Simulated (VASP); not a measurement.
Crystal: MgZn2O3.

```
CELL_PARAMETERS angstrom
4.50441 0.00000 0.00000
-2.25221 3.90094 0.00000
0.00000 0.00000 4.94424
ATOMIC_POSITIONS crystal
Mg 0.00000 0.00000 0.50000
Zn 0.33333 0.66667 0.50000
Zn 0.66667 0.33333 0.50000
O 0.33333 0.66667 0.00000
O 0.66667 0.33333 0.00000
O 0.00000 0.00000 0.00000
```

The cell was built by a generator and needn't be a form met in nature.

- Program: VASP 6.6.1
- Task: relaxation of cell and atoms
- Functional: PBE
- Potentials or basis: VASP PAW PBE potentials, release 64 (Mg, Zn, O)
- Cutoff: 520 eV
- k mesh: 4 × 4 × 3
- Occupations: gaussian, width 0.15 eV
- Spin: no spin polarisation

At the start: pressure -5.2 GPa; volume 14.48 Å³/atom.

How do energy, volume and symmetry change on relaxing?

Over 14 steps the energy falls by 1419.1 meV/atom and the volume is 15.96 Å³/atom (+10.2 %); space group P6/mmm (No. 191, to 0.05 Å).

Step by step:
```csv
step,energy change (eV),largest force (eV/Å),pressure (GPa),volume (Å³)
1,0.0000,0.0000,-5.24,86.88
2,-1.9316,0.0000,-3.98,80.59
3,10.3810,0.0000,205.25,57.55
4,-2.7568,0.0000,-3.39,78.57
5,-6.1384,0.0000,23.40,68.71
6,-6.0014,0.0000,34.66,67.01
7,-6.1438,0.0000,26.22,68.24
8,-6.4459,0.0000,34.27,69.50
9,-6.4474,0.0000,34.13,69.46
10,-7.2687,0.0000,25.20,74.54
11,-8.4702,0.0000,4.21,91.07
12,-8.5140,0.0000,0.52,95.25
13,-8.5133,0.0000,-0.11,95.82
14,-8.5146,0.0000,-0.26,95.75
```

Final structure:
```
Mg Zn O
1.0
     5.61323    0.00000    0.00000
    -2.80662    4.86120    0.00000
     0.00000    0.00000    3.50910
Mg Zn O
1 2 3
Direct
  0.00000 0.00000 0.50000
  0.33333 0.66667 0.50000
  0.66667 0.33333 0.50000
  0.33333 0.66667 0.00000
  0.66667 0.33333 0.00000
  0.00000 0.00000 0.00000
```

Caveat: the k mesh is coarse (spacing up to 0.42 Å⁻¹), so the values aren't converged.
